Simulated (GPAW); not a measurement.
# ZnSe (Stilleite) (F-43m) in GPAW: convergence with bands over the usual count

Aim: find how far bands over the usual count must go before the results for ZnSe (Stilleite) settle, at r2SCAN. This setting moves, with any that are tied to it; all else stays.

All numbers are computed with GPAW 26.7.0; they aren't measurements. Logs are shortened: lines on timing, memory, paths and dates and some standing lists are left out, and cuts for length are marked. The log counts tension as positive stress, the text compression.

### Step 1. The crystal as given

It takes space group F-43m (No. 216, cubic). Conventional cell: a = 5.668 Å, b = 5.668 Å, c = 5.668 Å, α = 90.00°, β = 90.00°, γ = 90.00°. Se (site symmetry -43m) is surrounded by 4 Zn at 2.45 Å. Around Zn (site symmetry -43m) lie 4 Se at 2.45 Å.

### Step 2. With bands over the usual count 0.72

The input, run.py:

```python
from ase import Atoms
from ase.dft.bandgap import bandgap
from ase.io import write
from ase.units import GPa
from gpaw import GPAW, PW

atoms = Atoms(['Se', 'Zn'],
              cell=[[0.0, 2.8338, 2.8338],
                    [2.8338, 0.0, 2.8338],
                    [2.8338, 2.8338, 0.0]],
              scaled_positions=[[0.75, 0.75, 0.75],
                                [0.0, 0.0, 0.0]],
              pbc=True)

calc = GPAW(mode=PW(600),
            xc='MGGA_X_R2SCAN+MGGA_C_R2SCAN',
            kpts={'size': (8, 8, 8), 'gamma': True},
            occupations={'name': 'fermi-dirac', 'width': 0.05},
            nbands=13,
            convergence={'density': 1e-05, 'energy': 1e-05},
            maxiter=100,
            txt='gpaw.txt')
atoms.calc = calc
energy = atoms.get_potential_energy()
forces = atoms.get_forces()
stress = atoms.get_stress()
calc.write('gs.gpw')
write('result.traj', atoms)
print(f'Energy: {energy:.6f} eV')
print('Forces (eV/A):')
print(forces.round(4))
print('Stress (GPa):', (stress / GPa).round(3))
print('Fermi level:', round(calc.get_fermi_level(), 4), 'eV')
print(f'Gap: {bandgap(calc)[0]:.4f} eV, direct: {bandgap(calc, direct=True)[0]:.4f} eV')
```

Potentials or basis: GPAW PAW data sets (gpaw-data 1.2.1), pw.

Run with:

```sh
$ OMP_NUM_THREADS=1 python run.py
```

gpaw.txt:

```text
__  _  _
 | _ |_)|_||  |
 |__||  | ||/\| - 26.7.0

Input parameters:
  mode=PW(ecut=600.0),
  convergence={'density': 1e-05, 'energy': 1e-05},
  kpts=MonkhorstPack(size=(8, 8, 8), gamma=True),
  maxiter=100,
  nbands=13,
  occupations=Occupations(name='fermi-dirac', width=0.05),
  xc=XC(name='MGGA_X_R2SCAN+MGGA_C_R2SCAN')

Diagonalizing LCAO Hamiltonian
Converting LCAO to pw mode

                    Se

       Zn

Atoms  # Å, Bohr magnetons
|   | symbol |        x |        y |        z |    initial magnetic moments |
|---|--------|----------|----------|----------|-----------------------------|
| 0 |     Se | 4.250700 | 4.250700 | 4.250700 | ( 0.0000,  0.0000,  0.0000) |
| 1 |     Zn | 0.000000 | 0.000000 | 0.000000 | ( 0.0000,  0.0000,  0.0000) |

Unit cell  # Å
| periodic |        x |        y |        z |  lengths |    angles |
|----------|----------|----------|----------|----------|-----------|
|      yes | 0.000000 | 2.833800 | 2.833800 | 4.007598 | 60.000000 |
|      yes | 2.833800 | 0.000000 | 2.833800 | 4.007598 | 60.000000 |
|      yes | 2.833800 | 2.833800 | 0.000000 | 4.007598 | 60.000000 |

Number of symmetries: 24
Symmetry operations  # r_c * U_cc + t_c -> r_c
|    | kind |            matrix            |
|----|------|------------------------------|
|  0 |  E   |  1, 0, 0,  0, 1, 0,  0, 0, 1 |
|  1 |  σ   |  1, 0, 0,  0, 0, 1,  0, 1, 0 |
|  2 |  σ   |  1, 0,-1,  0, 1,-1,  0, 0,-1 |
|  3 |  C3  |  1, 0,-1,  0, 0,-1,  0, 1,-1 |
|  4 |  C3  |  1,-1, 0,  0,-1, 1,  0,-1, 0 |
|  5 |  σ   |  1,-1, 0,  0,-1, 0,  0,-1, 1 |
|  6 |  σ   |  0, 1, 0,  1, 0, 0,  0, 0, 1 |
|  7 |  C3  |  0, 1, 0,  0, 0, 1,  1, 0, 0 |
|  8 |  C2  |  0, 1,-1,  1, 0,-1,  0, 0,-1 |
|  9 |  S4  |  0, 1,-1,  0, 0,-1,  1, 0,-1 |
| 10 |  C3  |  0, 0, 1,  1, 0, 0,  0, 1, 0 |
| 11 |  σ   |  0, 0, 1,  0, 1, 0,  1, 0, 0 |
| 12 |  S4  |  0, 0,-1,  1, 0,-1,  0, 1,-1 |
| 13 |  C3  |  0, 0,-1,  0, 1,-1,  1, 0,-1 |
| 14 |  S4  |  0,-1, 1,  1,-1, 0,  0,-1, 0 |
| 15 |  C2  |  0,-1, 1,  0,-1, 0,  1,-1, 0 |
| 16 |  C3  |  0,-1, 0,  1,-1, 0,  0,-1, 1 |
| 17 |  S4  |  0,-1, 0,  0,-1, 1,  1,-1, 0 |
| 18 |  S4  | -1, 1, 0, -1, 0, 1, -1, 0, 0 |
| 19 |  C3  | -1, 1, 0, -1, 0, 0, -1, 0, 1 |
| 20 |  C3  | -1, 0, 1, -1, 1, 0, -1, 0, 0 |
| 21 |  S4  | -1, 0, 1, -1, 0, 0, -1, 1, 0 |
| 22 |  σ   | -1, 0, 0, -1, 1, 0, -1, 0, 1 |
| 23 |  C2  | -1, 0, 0, -1, 0, 1, -1, 1, 0 |

BZ-sampling:
  Number of BZ points: 512
  Number of IBZ points: 29

  Monkhorst-Pack size: [8, 8, 8]
  Monkhorst-Pack shift: [0.0625, 0.0625, 0.0625]

K-points  # in reciprocal-cell coordinates
|     |                                coordinates |     weight |
|-----|--------------------------------------------|------------|
|   0 | (  0.00000000,   0.00000000,   0.00000000) | 0.00195312 |
|   1 | (  0.12500000,   0.12500000,   0.00000000) | 0.01171875 |
|   2 | (  0.12500000,   0.12500000,   0.12500000) | 0.01562500 |
|   3 | (  0.25000000,   0.12500000,   0.12500000) | 0.02343750 |
|   4 | (  0.25000000,   0.25000000,   0.00000000) | 0.01171875 |
|   5 | (  0.25000000,   0.25000000,   0.12500000) | 0.04687500 |
|   6 | (  0.25000000,   0.25000000,   0.25000000) | 0.01562500 |
|   7 | (  0.37500000,   0.25000000,  -0.37500000) | 0.04687500 |
|   8 | (  0.37500000,   0.25000000,   0.12500000) | 0.04687500 |
|   9 | (  0.37500000,   0.25000000,   0.25000000) | 0.04687500 |
| ... |                                            |            |
|  28 | (  0.50000000,   0.50000000,   0.50000000) | 0.00781250 |

Plane wave coefficients: 1540
Cutoff: 600.0 eV

Spin-components: 1 (collinear spins)
Bands:           13
Projectors:      11
Spin-degeneracy: 2
Datatype:        complex128

Parallelization:
  kpt:    1
  domain: 1
  band:   1

Density:
  Valence electrons: 18.0
  Components: 1
  Grid points: [24 24 24]
  Charge: 0.0  # |e|

Potential:
  Grid points: [24 24 24]

species:
  Se:
    name:    Selenium
    Z:       34.0
    valence: 6
    core:    28
    charge:  0.0  # [|e|]
    compensation charges:
      type: gauss
      rc: 0.27  # [Å]
      lmax: 2
    cutoffs:
      filter: 1.77  # [Å]
      core: 2.67  # [Å]
    projectors
    | kind |    occ | energy [eV] | rcut [Å] |
    |------|--------|-------------|----------|
    |   4s |  2.000 |     -17.277 |    0.847 |
    |   4p |  4.000 |      -6.512 |    1.005 |
    |    s |        |       9.935 |    0.847 |
    |    p |        |      20.699 |    1.005 |
    |    d |        |       0.000 |    0.847 |

    Using partial waves for Se as LCAO basis

  Zn:
    name:    Zinc
    Z:       30.0
    valence: 12
    core:    18
    charge:  0.0  # [|e|]
    compensation charges:
      type: gauss
      rc: 0.37  # [Å]
      lmax: 2
    cutoffs:
      filter: 2.14  # [Å]
      core: 2.28  # [Å]
    projectors
    | kind |    occ | energy [eV] | rcut [Å] |
    |------|--------|-------------|----------|
    |   4s |  2.000 |      -5.977 |    1.286 |
    |   4p |  0.000 |      -1.117 |    1.270 |
    |   3d | 10.000 |     -10.142 |    1.180 |
    |    s |        |      21.234 |    1.286 |
    |    p |        |      26.095 |    1.270 |
    |    d |        |      17.070 |    1.180 |

    Using partial waves for Zn as LCAO basis

Reference energy: -114964.858784  # eV

eigensolver:
  PPCG
  Converge bands: occupied
  niter=2

density mixing:
  MSR1-Mixer
  Pratt-step length: 0.05
  Maximum mixing coefficient: 0.75
  Old densities: 10
  SVD Regularization: 0.005
  Good broyden scale: 1.0
  Trust region scale: 1.0
  Backstep threshold: 4.0
  History deletion threshold: 6.0
  Fourier metric: weight=20.0, sigma=0.015

occupation numbers:
  Fermi-Dirac:
    width: 0.0500  # eV

poisson solver:
  ecut: 4800.0  # eV

xc functional:
  name: MGGA_X_R2SCAN+MGGA_C_R2SCAN with 2 nearest neighbor stencil

convergence criteria:
[... 6 lines left out ...]
|iter     | |      energy | eigst |  dens |
|---------|-|-------------|-------|-------|
|iter:   1| |  -23.991540 | +0.52 |       |
|iter:   2| |  -22.228997 | -0.75 | -1.29 |
|iter:   3| |-22339569.817776 | +6.87 | -1.25 |
|iter:   4| |  -13.151918 | +1.89 | +2.58 |
|iter:   5| |  -22.086496 | +0.59 | -0.65 |
|iter:   6| |  -22.178604 | -0.88 | -2.03 |
|iter:   7| |  -22.179259 | -2.29 | -2.08 |
|iter:   8| |  -22.178855 | -2.62 | -2.52 |
|iter:   9| |  -22.178853 | -4.21 | -2.85 |
|iter:  10| |  -22.178823c| -4.48 | -3.16 |
|iter:  11| |  -22.178825c| -5.59 | -3.96 |
|iter:  12| |  -22.178824c| -6.81 | -4.07 |
|iter:  13| |  -22.178824c| -6.66 | -4.42 |
|iter:  14| |  -22.178824c| -7.87c| -4.84 |
|iter:  15| |  -22.178824c| -8.29c| -5.51c|

Converged in 15 steps
Energy contributions relative to reference atoms: (reference = -114964.858784)

Energy contributions:
  Kinetic:          23.588150
  Coulomb:         -20.306675
  Zero:             -0.121652
  External:          0.000000
  Xc:              -25.338647
  Entropy:          -0.000000
  Spinorbit:         0.000000
  ----------------------------
  Free energy:     -22.178824
  Extrapolated:    -22.178824

dipole moment: (-7.006275, -7.006275, -7.006275)  # |e|*Ang

Fermi level: 4.570
Eigenvalues  # (at kpt = [0.000, 0.000, 0.000])
| band index |      eig [eV] | occ [0-2] |
|------------|---------------|-----------|
|          0 |       -10.149 |     2.000 |
|          1 |        -3.086 |     2.000 |
|          2 |        -3.086 |     2.000 |
|          3 |        -3.086 |     2.000 |
|          4 |        -2.674 |     2.000 |
|          5 |        -2.674 |     2.000 |
|          6 |         3.565 |     2.000 |
|          7 |         3.565 |     2.000 |
|          8 |         3.565 |     2.000 |
|          9 |         5.435 |     0.000 |
|         10 |         9.876 |     0.000 |
|         11 |         9.876 |     0.000 |
|         12 |         9.876 |     0.000 |

Gap: 1.870 eV
Transition (v -> c):
  (s=0, k=0, n=8, [0.00, 0.00, 0.00]) -> (s=0, k=0, n=9, [0.00, 0.00, 0.00])
No difference between direct/indirect transitions

Forces  # eV/Ang
|       x |        y |       z |
|---------|----------|---------|
| 0.00000 | -0.00000 | 0.00000 |  # Se   0
| 0.00000 |  0.00000 | 0.00000 |  # Zn   1

Stress tensor  # eV/Ang^3
|        x |         y |         z |
|----------|-----------|-----------|
| 0.002606 |  0.000000 |  0.000000 |
| 0.000000 |  0.002606 | -0.000000 |
| 0.000000 | -0.000000 |  0.002606 |

# Writing to gs.gpw (mode='')
```

Run time: 65 s. Hardware: 1 thread of Arm Neoverse V1, shared host; peak memory 0.26 GiB.

Results:

* Free energy: -22.1788 eV
* Pressure: -0.4 GPa
* Band gap on the k mesh: 1.87 eV, direct

### Step 3. With bands over the usual count 0.8

run.py: that of step 2 with these lines changed.

```diff
@@ -18,3 +18,3 @@
             occupations={'name': 'fermi-dirac', 'width': 0.05},
-            nbands=13,
+            nbands=14,
             convergence={'density': 1e-05, 'energy': 1e-05},
```

Potentials or basis: GPAW PAW data sets (gpaw-data 1.2.1), pw.

Run with:

```sh
$ OMP_NUM_THREADS=1 python run.py
```

Wall time 71 s (1 thread of Arm Neoverse V1, shared host); peak memory 0.27 GiB.

Results (log left out):

```
Free energy            : -22.1788 eV
Pressure               : -0.4 GPa
Band gap on the k mesh : 1.87 eV, direct
```

### Step 4. With bands over the usual count 0.9

run.py: that of step 3 with these lines changed.

```diff
@@ -18,3 +18,3 @@
             occupations={'name': 'fermi-dirac', 'width': 0.05},
-            nbands=14,
+            nbands=16,
             convergence={'density': 1e-05, 'energy': 1e-05},
```

Run with:

```sh
$ OMP_NUM_THREADS=1 python run.py
```

Wall time 77 s (1 thread of Arm Neoverse V1, shared host); peak memory 0.27 GiB.

It converged, with:

| Property | Result |
| --- | --- |
| Free energy | -22.1788 eV |
| Pressure | -0.4 GPa |
| Band gap on the k mesh | 1.87 eV, direct |

### Step 5. With bands over the usual count 1

run.py: that of step 4 with these lines changed.

```diff
@@ -18,3 +18,3 @@
             occupations={'name': 'fermi-dirac', 'width': 0.05},
-            nbands=16,
+            nbands=18,
             convergence={'density': 1e-05, 'energy': 1e-05},
```

Run with:

```sh
$ OMP_NUM_THREADS=1 python run.py
```

It took 80 s on 1 thread of Arm Neoverse V1, shared host; peak memory 0.27 GiB.

The run converged. Its results:

| Item | Value |
| --- | --- |
| Free energy | -22.1788 eV |
| Pressure | -0.4 GPa |
| Band gap on the k mesh | 1.87 eV, direct |

### Step 6. With bands over the usual count 1.3

run.py: that of step 5 with these lines changed.

```diff
@@ -18,3 +18,3 @@
             occupations={'name': 'fermi-dirac', 'width': 0.05},
-            nbands=18,
+            nbands=23,
             convergence={'density': 1e-05, 'energy': 1e-05},
```

Potentials or basis: GPAW PAW data sets (gpaw-data 1.2.1), pw.

Run with:

```sh
$ OMP_NUM_THREADS=1 python run.py
```

Wall time 1.7 min (1 thread of Arm Neoverse V1, shared host); peak memory 0.27 GiB.

It converged, with:

| Item | Value |
| --- | --- |
| Free energy | -22.1788 eV |
| Pressure | -0.4 GPa |
| Band gap on the k mesh | 1.87 eV, direct |

### Step 7. With bands over the usual count 1.7

run.py: that of step 6 with these lines changed.

```diff
@@ -18,3 +18,3 @@
             occupations={'name': 'fermi-dirac', 'width': 0.05},
-            nbands=23,
+            nbands=30,
             convergence={'density': 1e-05, 'energy': 1e-05},
```

Run with:

```sh
$ OMP_NUM_THREADS=1 python run.py
```

It took 2.4 min on 1 thread of Arm Neoverse V1, shared host; peak memory 0.28 GiB.

Results (log left out):

| Quantity | Value |
| --- | --- |
| Free energy | -22.1788 eV |
| Pressure | -0.4 GPa |
| Band gap on the k mesh | 1.87 eV, direct |

### Step 8. With bands over the usual count 2.5

run.py: that of step 7 with these lines changed.

```diff
@@ -18,3 +18,3 @@
             occupations={'name': 'fermi-dirac', 'width': 0.05},
-            nbands=30,
+            nbands=44,
             convergence={'density': 1e-05, 'energy': 1e-05},
```

Run with:

```sh
$ OMP_NUM_THREADS=1 python run.py
```

Run time: 3.2 min. Hardware: 1 thread of Arm Neoverse V1, shared host; peak memory 0.29 GiB.

It converged, with:

- Free energy: -22.1788 eV
- Pressure: -0.4 GPa
- Band gap on the k mesh: 1.87 eV, direct

### Step 9. The series at a glance

```
bands over the usual count  energy less the tightest run, at zero smearing (meV/atom)  SCF cycles  CPU time (s)  peak memory (GiB)
                      0.72                                                       0.00          15            65               0.26
                       0.8                                                       0.00          15            71               0.27
                       0.9                                                       0.00          14            76               0.27
                         1                                                       0.00          14            80               0.27
                       1.3                                                       0.00          14           100               0.27
                       1.7                                                       0.00          15           150               0.28
                       2.5                                                       0.00          15           190               0.29
```

Against the tightest run, the energy stays within 1 meV/atom from 0.72 on. The tightest run that finished is the yardstick and may itself not be fully converged.

Caveats: the PAW data sets were made with another functional, which shifts forces and pressure a little.
